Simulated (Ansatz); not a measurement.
# Relaxation of WS2

Level of theory: DFT r2SCAN, scalar-relativistic, plane waves, PAW (Ansatz 0.2.0). (500 eV cutoff, 12×12×2 k-mesh, Gaussian smearing of 0.02 eV, no spin polarisation)

What was changed: strain along c alone, the other axes held, atoms relaxed: +3.0 %.

Spin–orbit coupling is left out, which can shift energies with elements as heavy as these.

Command:

```bash
ansatz run input.yaml --threads 1 --pin off --max-ram 2560MiB --backend cpu --events-out ev --progress --plain --runs-dir out
```

Input:

```yaml
crystal:
  lattice:
    - [3.1810953945, 0.0, 0.0]
    - [-1.5905476972, 2.7549094235, 0.0]
    - [0.0, 0.0, 17.4592621454]
  atoms:
    - { symbol: W, position: [0.3333333333, 0.6666666667, 0.0] }
    - { symbol: S, position: [0.6666666667, 0.3333333333, 0.9093861179] }
    - { symbol: S, position: [0.6666666667, 0.3333333333, 0.0906138821] }
basis:
  ecutwfc: 500
kpoints:
  mp_grid: { grid: [12, 12, 2] }
hamiltonian:
  xc: r2scan
scf:
  occupations: { method: gaussian, width: 0.02 }
output:
  forces: true
  stress: true
  eigenvalues: true
relax:
  adjacent_minimum: "off"
  f_tol: 0.008
  max_steps: 40
```

F is the free energy.

Steps:

```
step F − F(1) (eV) largest force component (eV/Å)
   1         0.0000                           0.465
   2        -0.0060                           0.322
   3        -0.0108                           0.002
   4        -0.0108                           0.002
```

Relaxed structure:

```
CELL_PARAMETERS angstrom
3.18110 0.00000 0.00000
-1.59055 2.75491 0.00000
0.00000 0.00000 17.45926
ATOMIC_POSITIONS crystal
W 0.33333 0.66667 0.00000
S 0.66667 0.33333 0.91071
S 0.66667 0.33333 0.08929
```

It takes space group P-6m2 (No. 187, hexagonal). The conventional cell has a = 3.181 Å, b = 3.181 Å, c = 17.459 Å, α = 90.00°, β = 90.00°, γ = 120.00°. W (site symmetry -6m2) has 6 S at 2.41 Å as nearest neighbours. S (site symmetry 3m) is surrounded by 3 W at 2.41 Å.

The run converged. Time: 93 s on 1 thread of Intel(R) Xeon(R) Processor @ 2.70GHz (shared host), peak memory 0.7 GiB.